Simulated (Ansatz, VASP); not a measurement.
# Nb4N4O (O on NbN(001)): VASP beside Ansatz, part 2 of 2

Wanted: the spread between two codes on one cell, functional and k mesh. The structure shown is the end of the VASP relaxation below.

VASP 6.6.1 and Ansatz 0.2.0.

So far: The starting structure; VASP: relaxation, PBEsol.

## (3) Ansatz: single point, PBEsol

Level of this step: Ansatz beside VASP: Kohn-Sham DFT, plane waves, PBEsol (Ansatz).

Ansatz runs on its default PAW (the set named soft_2) files.

The same cell, functional, mesh and smearing now go to Ansatz, which takes its cutoff from its data sets.

input.yaml

```yaml
crystal:
  lattice:
    - [6.20839754, 0.0, 0.0]
    - [0.0, 6.20839754, 0.0]
    - [0.0, 0.0, 24.285]
  atoms:
    - { symbol: Nb, position: [0.0, 0.0, 0.32942145] }
    - { symbol: Nb, position: [0.0, 0.5, 0.32942145] }
    - { symbol: Nb, position: [0.5, 0.0, 0.32942145] }
    - { symbol: Nb, position: [0.5, 0.5, 0.32942145] }
    - { symbol: Nb, position: [0.25, 0.25, 0.41980647] }
    - { symbol: Nb, position: [0.25, 0.75, 0.41980647] }
    - { symbol: Nb, position: [0.75, 0.25, 0.41980647] }
    - { symbol: Nb, position: [0.75, 0.75, 0.41980647] }
    - { symbol: Nb, position: [0.0, 0.0, 0.5105841] }
    - { symbol: Nb, position: [0.0, 0.5, 0.5105841] }
    - { symbol: Nb, position: [0.5, 0.0, 0.5105841] }
    - { symbol: Nb, position: [0.5, 0.5, 0.5105841] }
    - { symbol: Nb, position: [0.25, 0.25, 0.61836179] }
    - { symbol: Nb, position: [0.25, 0.75, 0.61836179] }
    - { symbol: Nb, position: [0.75, 0.25, 0.61836179] }
    - { symbol: Nb, position: [0.75, 0.75, 0.61836179] }
    - { symbol: "N", position: [0.25, 0.25, 0.32942145] }
    - { symbol: "N", position: [0.25, 0.75, 0.32942145] }
    - { symbol: "N", position: [0.75, 0.25, 0.32942145] }
    - { symbol: "N", position: [0.75, 0.75, 0.32942145] }
    - { symbol: "N", position: [0.0, 0.0, 0.41980647] }
    - { symbol: "N", position: [0.0, 0.5, 0.41980647] }
    - { symbol: "N", position: [0.5, 0.0, 0.41980647] }
    - { symbol: "N", position: [0.5, 0.5, 0.41980647] }
    - { symbol: "N", position: [0.25, 0.25, 0.51361672] }
    - { symbol: "N", position: [0.25, 0.75, 0.51361672] }
    - { symbol: "N", position: [0.75, 0.25, 0.51361672] }
    - { symbol: "N", position: [0.75, 0.75, 0.51361672] }
    - { symbol: "N", position: [0.0, 0.0, 0.6001646] }
    - { symbol: "N", position: [0.0, 0.5, 0.6001646] }
    - { symbol: "N", position: [0.5, 0.0, 0.6001646] }
    - { symbol: "N", position: [0.5, 0.5, 0.6001646] }
    - { symbol: O, position: [0.25, 0.25, 0.68786095] }
    - { symbol: O, position: [0.25, 0.75, 0.68786095] }
    - { symbol: O, position: [0.75, 0.25, 0.68786095] }
    - { symbol: O, position: [0.75, 0.75, 0.68786095] }
hamiltonian:
  xc: pbesol
  pseudopotentials: { kind: paw }
kpoints:
  mp_grid: { grid: [4, 4, 1] }
scf:
  occupations: { method: methfessel_paxton, width: 0.1 }
  n_extra_bands: 13
efield:
  axis: 3
  dipole_correction: true
  ramp_width: 0.04
output:
  forces: true
  eigenvalues: true
```

Launch:

```console
> ansatz run input.yaml --threads 8 --pin off --max-ram 18432MiB --backend cpu --events-out ev --progress --plain --runs-dir out
```

Numbers of over 12 decimals in the logs are rounded to 6 here.

What it wrote:

```text
scf.n_extra_bands = 13 over 156 filled bands (N_el = 312.0): the run solves 169 bands
Engine: ansatz 0.2.0, aarch64-unknown-linux-gnu
Pseudopotentials: kind: paw
Pseudopotential: Nb, paw, valence charge 13, recommended cutoff 420 eV (normal), Nb.paw.azcp
Pseudopotential: N, paw, valence charge 5, recommended cutoff 420 eV (normal), N.paw.azcp
Pseudopotential: O, paw, valence charge 6, recommended cutoff 420 eV (normal), O.paw.azcp
Functional definition: PBEsol
  exchange = pbesol_x
  correlation = pbesol_c
Crystal: 36 atoms, lattice volume = 936.046 Å³
Basis set: ecut = 420 eV, 18309 PW (Γ), exchange–correlation on 90×90×360 points (8 copies of the dense FFT grid, shifted against one another)
Bands: 169, of which v1, the nominal top of the filled ones, is band 156 counted from 1 (155 counted from 0)
Symmetry: 32 space group operations
Space group: P4mm (ITA 99), of the structure as read, at distance tolerance 9.8e-5 Å
k-points: 6 of 16
Non-local potential: Nb, projectors of the file, l = 0: 3, l = 1: 2, l = 2: 2, l = 3: 1
Non-local potential: N, projectors of the file, l = 0: 2, l = 1: 2, l = 2: 1
Non-local potential: O, projectors of the file, l = 0: 2, l = 1: 2, l = 2: 1
PAW form: soft (Blöchl's): semilocal exchange-correlation on the pseudo side does not see the compensation charge
PAW frozen core: Nb, regenerated for the run's functional, and the local potential with it (the file was generated under x = pbe(κ = 0.804, μ = 0.219515), c = pbe(β = 0.066725))
PAW frozen core: N, regenerated for the run's functional, and the local potential with it (the file was generated under x = pbe(κ = 0.804, μ = 0.219515), c = pbe(β = 0.066725))
PAW frozen core: O, regenerated for the run's functional, and the local potential with it (the file was generated under x = pbe(κ = 0.804, μ = 0.219515), c = pbe(β = 0.066725))
PAW one-centre angular grid: Nb, 590 points (default); XC on 64 Gauss nodes
PAW one-centre angular grid: N, 110 points (default); XC on 64 Gauss nodes
PAW one-centre angular grid: O, 110 points (default); XC on 64 Gauss nodes
Initial density: superposition of atomic densities (neutral atoms: chi_scale 0, normalization atom), corrected by the library's trained network
Initial wavefunctions: pseudopotential atomic-orbital guess
Functional: x = pbesol(κ = 0.804, μ = 0.123457), c = pbesol(β = 0.046)
SCF iter   1: F=—  HF=-80258.090218 eV  |F-HF|=—  |Δ(HF+E_count)|=         —  Δρ=1.56e-2  dr2=1.82e1  ethr=1.77e-3  p=-1.022 e·Å  D=-1.98e-1 V/Å  ΔV_dip=4.80 eV  dr2_dipole=7.11e0  V_vac-E_F(+/−)=8.09/3.29 eV  ⟨swp⟩=9.8  Hψ=5792  notcnv=0
efield: sawtooth ramp at fractional position 0.9886 (placed from the atoms, in the widest stretch of the axis that holds none; the zero of the levels goes with the place), width 0.0400; the density the first Hamiltonian is built on has a dipole p = -1.022 e·Å; the dipole correction subtracts the counter field D = -1.98e-1 V/Å, which shifts the + side's vacuum level by +4.80 eV against the − side's; the planar-averaged density in the ramp window peaks in size at 3.9e-5 e/Å³
preconditioner: auto → LDOS  [metal: Δε(μ)=0.051 eV  Ē_g=7.361 eV  σ=0.100 eV  W_gap=0.38  n_scr=164 (ndim 8)  ℏωp=16.5 eV  f_vac=0.530  D(μ)=25.48/eV (n_scr^D=156)  β→1.0]
SCF iter   2: F=—  HF=-80258.484830 eV  |F-HF|=—  |Δ(HF+E_count)|=   3.95e-1  S|Δr|=    0.00e0  Δρ=2.42e-2  dr2=1.29e1  ethr=1.77e-3  p=-0.826 e·Å  D=-1.60e-1 V/Å  ΔV_dip=3.88 eV  dr2_dipole=2.36e-1  V_vac-E_F(+/−)=7.10/3.22 eV  ⟨swp⟩=3.0  Hψ=1925  notcnv=0  defer=15
SCF iter   3: F=—  HF=-80257.328335 eV  |F-HF|=—  |Δ(HF+E_count)|=    1.16e0  S|Δr|=    0.00e0  Δρ=6.93e-3  dr2=3.43e0  ethr=1.77e-3  p=-0.973 e·Å  D=-1.88e-1 V/Å  ΔV_dip=4.57 eV  dr2_dipole=1.02e0  V_vac-E_F(+/−)=7.79/3.23 eV  ⟨swp⟩=2.0  Hψ=1815  notcnv=0  defer=13
SCF iter   4: F=—  HF=-80257.170462 eV  |F-HF|=—  |Δ(HF+E_count)|=   1.58e-1  S|Δr|=    0.00e0  Δρ=2.87e-3  dr2=1.72e-1  ethr=1.10e-3  p=-0.948 e·Å  D=-1.83e-1 V/Å  ΔV_dip=4.45 eV  dr2_dipole=1.21e-4  V_vac-E_F(+/−)=7.68/3.23 eV  ⟨swp⟩=2.5  Hψ=1095  notcnv=0  defer=13
SCF iter   5: F=—  HF=-80257.168366 eV  |F-HF|=—  |Δ(HF+E_count)|=   2.10e-3  S|Δr|=    0.00e0  Δρ=1.38e-3  dr2=6.61e-2  ethr=5.52e-5  p=-0.965 e·Å  D=-1.87e-1 V/Å  ΔV_dip=4.53 eV  dr2_dipole=1.54e-2  V_vac-E_F(+/−)=7.73/3.19 eV  ⟨swp⟩=2.8  Hψ=1753  notcnv=0  defer=13
SCF iter   6: F=—  HF=-80257.165132 eV  |F-HF|=—  |Δ(HF+E_count)|=   3.23e-3  S|Δr|=    0.00e0  Δρ=6.94e-4  dr2=5.30e-2  ethr=2.12e-5  p=-0.975 e·Å  D=-1.89e-1 V/Å  ΔV_dip=4.58 eV  dr2_dipole=1.45e-2  V_vac-E_F(+/−)=7.72/3.14 eV  ⟨swp⟩=2.0  Hψ=1379  notcnv=0  defer=13
SCF iter   7: F=—  HF=-80257.164603 eV  |F-HF|=—  |Δ(HF+E_count)|=   5.28e-4  S|Δr|=    0.00e0  Δρ=5.26e-4  dr2=2.33e-2  ethr=1.70e-5  p=-0.979 e·Å  D=-1.89e-1 V/Å  ΔV_dip=4.59 eV  dr2_dipole=5.56e-3  V_vac-E_F(+/−)=7.72/3.13 eV  ⟨swp⟩=1.2  Hψ=1017  notcnv=0  defer=13
SCF iter   8: F=—  HF=-80257.164099 eV  |F-HF|=—  |Δ(HF+E_count)|=   5.05e-4  S|Δr|=    0.00e0  Δρ=1.61e-4  dr2=8.70e-4  ethr=7.47e-6  p=-0.981 e·Å  D=-1.90e-1 V/Å  ΔV_dip=4.61 eV  dr2_dipole=5.15e-5  V_vac-E_F(+/−)=7.71/3.10 eV  ⟨swp⟩=2.0  Hψ=1108  notcnv=0  defer=13
SCF iter   9: F=—  HF=-80257.164147 eV  |F-HF|=—  |Δ(HF+E_count)|=   4.87e-5  S|Δr|=    0.00e0  Δρ=7.50e-5  dr2=1.66e-4  ethr=2.79e-7  p=-0.985 e·Å  D=-1.90e-1 V/Å  ΔV_dip=4.62 eV  dr2_dipole=3.12e-6  V_vac-E_F(+/−)=7.72/3.10 eV  ⟨swp⟩=2.5  Hψ=1620  notcnv=0  defer=13
SCF iter  10: F=—  HF=-80257.164150 eV  |F-HF|=—  |Δ(HF+E_count)|=   3.12e-6  S|Δr|=    0.00e0  Δρ=3.11e-5  dr2=1.38e-5  ethr=5.31e-8  p=-0.984 e·Å  D=-1.90e-1 V/Å  ΔV_dip=4.62 eV  dr2_dipole=1.40e-6  V_vac-E_F(+/−)=7.71/3.09 eV  ⟨swp⟩=2.3  Hψ=1399  notcnv=0  defer=13
SCF iter  11: F=—  HF=-80257.164481 eV  |F-HF|=—  |Δ(HF+E_count)|=   3.31e-4  S|Δr|=    0.00e0  Δρ=1.10e-5  dr2=2.23e-6  ethr=4.41e-9  p=-0.985 e·Å  D=-1.90e-1 V/Å  ΔV_dip=4.62 eV  dr2_dipole=9.96e-8  V_vac-E_F(+/−)=7.72/3.09 eV  ⟨swp⟩=2.7  Hψ=1779  notcnv=0  defer=13
SCF iter  12: F=—  HF=-80257.164481 eV  |F-HF|=—  |Δ(HF+E_count)|=   6.71e-8  S|Δr|=    0.00e0  Δρ=4.77e-6  dr2=5.49e-7  ethr=7.15e-10  p=-0.985 e·Å  D=-1.90e-1 V/Å  ΔV_dip=4.62 eV  dr2_dipole=1.86e-11  V_vac-E_F(+/−)=7.72/3.09 eV  ⟨swp⟩=2.7  Hψ=1775  notcnv=0  defer=13
SCF iter  13: F=-80257.164481 eV  HF=-80257.164481 eV  |F-HF|=4.16e-9  |Δ(HF+E_count)|=   4.28e-8  S|Δr|=    0.00e0  Δρ=1.60e-6  dr2=3.31e-8  ethr=3.21e-11  p=-0.985 e·Å  D=-1.90e-1 V/Å  ΔV_dip=4.62 eV  dr2_dipole=7.22e-10  V_vac-E_F(+/−)=7.71/3.09 eV  ⟨swp⟩=14.3  Hψ=5318  notcnv=0
SCF 1 converged in 13 iterations: F = -80257.164481 eV  dr2 = 3.31e-8
  greatest PAW one-centre occupation: 0.998 electrons in one spin orbital (limit 2), on the Nb atom at site 15 (counted from 0), in its partial waves of l = 0
SCF converged after 13 iterations
Stability not checked: this state was not tested for a lower state beside it, because cold or Methfessel-Paxton smearing, or corrected tetrahedra, fill the levels in a way that the test cannot read (fill_not_monotonic; see scf.lower_state_search)
Free energy (F): -80257.164481 eV
Harris-Foulkes:  -80257.164481 eV  (|F-HF|=4.16e-9)
Internal energy: -80257.144555 eV  (E = F + TS)
E sigma→0 (E₀):  -80257.159500 eV
Entropy (-TS):   -0.019926 eV (-0.554 meV/atom)
Fermi energy:    4.195107 eV
Dipole field:    D = -0.190417 V/Å  (p = -0.985010 e·Å, saw-weighted, corrected)
Work function:   Φ+ = 7.7151 eV   Φ− = 3.0908 eV
Levels:          The Fermi level and band energies are counted from a zero that moves with the ramp; work functions are not
--- Per-component energies (eV) ---
  E_band       = -4836.977561
  E_kinetic    = 9074.008275
  E_local      = -337230.144783  (includes V_loc(G=0)·N_el)
  E_nonlocal   = 2838.671426
  E_hartree    = 163832.310272
  E_xc         = -4030.516002
  E_vxc        = -4983.668860  (∫ρ·V_xc dr)
  E_paw        = -50836.104263  (= ΣΔE_a)
  E_vpaw       = -2167.052600  (= ΣTr[D̂ρ^β])
  E_aug_tail   = 0.010824  (compensation charges beyond the density's cutoff)
  E_efield     = 0.093781  (sawtooth field / dipole correction)
  E_vefield    = -33.394662  (∫n·V_field dr)
  E_ewald      = 136090.915838
  E_core_change = 3.610076  (= ΣΔE_core)
  E_smearing   = -0.019926  (= −TS)
  E_closure    = -0.000000  (closes the sum)
  Σ components = -80257.164481   (vs F -80257.164481, Δ=0.00e0)
--- Forces (eV/Å), atoms counted from 1 ---
  atom   1  Nb    -0.00000000    -0.00000000     2.30918472
  atom   2  Nb    -0.00000000    -0.00000000     2.30918472
  atom   3  Nb    -0.00000000     0.00000000     2.30918472
  atom   4  Nb    -0.00000000    -0.00000000     2.30918472
  atom   5  Nb     0.00000000     0.00000000     0.58786039
  atom   6  Nb     0.00000000     0.00000000     0.58786039
  atom   7  Nb    -0.00000000     0.00000000     0.58786039
  atom   8  Nb     0.00000000     0.00000000     0.58786039
  atom   9  Nb    -0.00000000    -0.00000000     0.00229628
  atom  10  Nb    -0.00000000     0.00000000     0.00229628
  atom  11  Nb    -0.00000000    -0.00000000     0.00229628
  atom  12  Nb    -0.00000000     0.00000000     0.00229628
  atom  13  Nb     0.00000000     0.00000000     0.24752713
  atom  14  Nb     0.00000000     0.00000000     0.24752713
  atom  15  Nb     0.00000000     0.00000000     0.24752713
  atom  16  Nb     0.00000000    -0.00000000     0.24752713
  atom  17  N     -0.00000000    -0.00000000    -1.54951354
  atom  18  N     -0.00000000    -0.00000000    -1.54951354
  atom  19  N     -0.00000000     0.00000000    -1.54951354
  atom  20  N     -0.00000000     0.00000000    -1.54951354
  atom  21  N     -0.00000000     0.00000000    -1.35245544
  atom  22  N     -0.00000000     0.00000000    -1.35245544
  atom  23  N     -0.00000000     0.00000000    -1.35245544
  atom  24  N      0.00000000     0.00000000    -1.35245544
[...]
atom  29  N     -0.00000000     0.00000000    -0.00922243
  atom  30  N      0.00000000     0.00000000    -0.00922243
  atom  31  N     -0.00000000     0.00000000    -0.00922243
  atom  32  N      0.00000000     0.00000000    -0.00922243
  atom  33  O     -0.00000000     0.00000000    -0.23394704
  atom  34  O     -0.00000000    -0.00000000    -0.23394704
  atom  35  O     -0.00000000    -0.00000000    -0.23394704
  atom  36  O     -0.00000000     0.00000000    -0.23394704
  max |Σ_I F_I| component: 2.77e-4 eV/Å
--- Band table (eV; the first three rows and the last of 6) ---
  k-point 0: bands = [... 152 lower, 3.7885, 3.7885, 4.0021, 4.4147, 4.6151, 4.6151, 4.9052, 4.9052, ... 9 higher]
  k-point 1: bands = [... 152 lower, 3.5560, 3.8272, 4.0110, 4.0327, 4.2162, 4.2698, 4.3173, 4.4824, ... 9 higher]
  k-point 2: bands = [... 152 lower, 3.6404, 3.6404, 3.7660, 3.7660, 3.9723, 3.9723, 4.1510, 4.1510, ... 9 higher]
  k-point 5: bands = [... 152 lower, 4.4544, 4.4544, 4.4544, 4.4544, 4.4636, 4.4636, 4.4636, 4.4636, ... 9 higher]
```

Elapsed: 34 s, on 8 threads of Arm Neoverse N1, shared host; peak memory 3.7 GiB.

Reading the cycles: dr2 is the Hartree energy of the density residual (eV), the measure of convergence; HF is the Harris–Foulkes estimate of the energy, which meets the free energy F at convergence.

## (4) Side by side

Known differences besides the potentials themselves: the cutoff is 420 eV in Ansatz and 400 eV in VASP (PREC = Normal, projectors in real space); Ansatz makes its cores anew for this functional, VASP keeps those of its PBE data sets. Total energies have different zeros and are not compared.

Forces on 10 of the 36 atoms, those with the largest forces and the largest differences (eV/Å; atoms numbered as in POSCAR):

| atom | Ansatz x, y, z | VASP x, y, z |
| --- | --- | --- |
| Nb1 | 0.000, 0.000, 2.309 | 0.000, 0.000, 2.299 |
| Nb2 | 0.000, 0.000, 2.309 | 0.000, 0.000, 2.299 |
| Nb3 | 0.000, 0.000, 2.309 | 0.000, 0.000, 2.299 |
| Nb4 | 0.000, 0.000, 2.309 | 0.000, 0.000, 2.299 |
| N17 | 0.000, 0.000, -1.550 | 0.000, 0.000, -1.562 |
| N19 | 0.000, 0.000, -1.550 | 0.000, 0.000, -1.562 |
| N20 | 0.000, 0.000, -1.550 | 0.000, 0.000, -1.562 |
| O33 | 0.000, 0.000, -0.234 | 0.000, 0.000, 0.014 |
| O34 | 0.000, 0.000, -0.234 | 0.000, 0.000, 0.014 |
| O36 | 0.000, 0.000, -0.234 | 0.000, 0.000, 0.014 |

The forces differ by 67 meV/Å r.m.s., which is 11.1 % of the r.m.s. force of 0.61 eV/Å (both taken over all components, held atoms included). VASP's last cycles still show a density residual of 2e-03, so its state may not be settled.

## (5) What the set-up changes

Further runs change the set-up of one program: Ansatz's method, potentials or start, or VASP's data sets, cutoff or form of LDA. The table gives Ansatz less VASP for each quantity, since a change that brings one quantity closer may part another.

| run | r.m.s. force difference (meV/Å) |
| --- | --- |
| as above | 67 |
| cores kept as stored | 61 |
| Ansatz's larger PAW set (cutoff 900 eV) | 73 |

## (6) Summary of results

- r.m.s. force difference (single point, PBEsol): 11 % of the r.m.s. force

**Reading.** The r.m.s. force difference is 11 % of the r.m.s. force (single point, PBEsol), beyond the 3 % picked in this series as the mark of a large difference. For single point, PBEsol, no further run moves any of the tabulated differences by more than a quarter of its size. 1 further run of this series is not shown here. Such differences can come from data sets, numerical settings and the points named under the comparisons, not from the functional's error against experiment.

[Lines on the potential files, build, host, timing and source positions are cut from VASP's logs without a mark.]

[Logs are printed without paths, hosts, clocks, repeated set-up lines and the standing remarks that a program may print on its own settings, such as how far it seeks lower states.]

[Hosts, paths, dates, database ids (printed as entryN), source tags and the programs' standing remarks are cut or masked in the printed files.]
